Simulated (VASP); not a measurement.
Wanted: the native input for a VASP 6.6.1 run.

```yaml
Task: single point
Functional: PBE
Dispersion: D3(BJ)
Potentials_or_basis: VASP PAW PBE potentials, release 64 (N)
Cutoff: 520 eV
k_mesh: 26 × 26 × 26
Occupations: gaussian, width 0.15 eV
Spin: no spin polarisation
Dipole_correction: no
Further_INCAR_settings: ALGO = Fast; EDIFF = 1e-06; NBANDS = 8
```

The structure of N lies in POSCAR:

```
N
1.0
    0.0000000000      1.5538086100      1.5538086100
    1.5538086100      0.0000000000      1.5538086100
    1.5538086100      1.5538086100      0.0000000000
N
1
Direct
    0.0000000000      0.0000000000      0.0000000000
```

The real solid is made of molecules; this cell is a model form.

The input as run:

INCAR

```
PREC = Accurate ; ENCUT = 520
EDIFF = 1E-6 ; ISMEAR = 0
SIGMA = 0.15 ; LREAL = False
LASPH = True ; NELM = 100
ALGO = Fast ; ISIF = 2
LWAVE = False ; LCHARG = True
GGA = PE ; IVDW = 12
LELF = True ; LVHAR = True
NBANDS = 8
```

KPOINTS

```
Automatic mesh
0
Gamma
  26 26 26
```

Potentials or basis: VASP PAW PBE potentials, release 64 (N).

The run is started by

```console
$ cat potpaw_PBE.64/N/POTCAR > POTCAR
$ mpirun -np 1 vasp_std > vasp.out
```

Results of the run:

The pressure is -0.3 GPa. The band gap on the k mesh is none (metal or under the smearing width) and the dispersion energy per atom is -0.186 eV.

Caveat: pairwise dispersion overbinds metals, which lowers pressure and volume.

Run time: 9.4 s on 1 thread of Intel(R) Xeon(R) Platinum 8259CL CPU @ 2.50GHz (Skylake/Cascade Lake), on a shared host, peak memory 0.14 GiB.
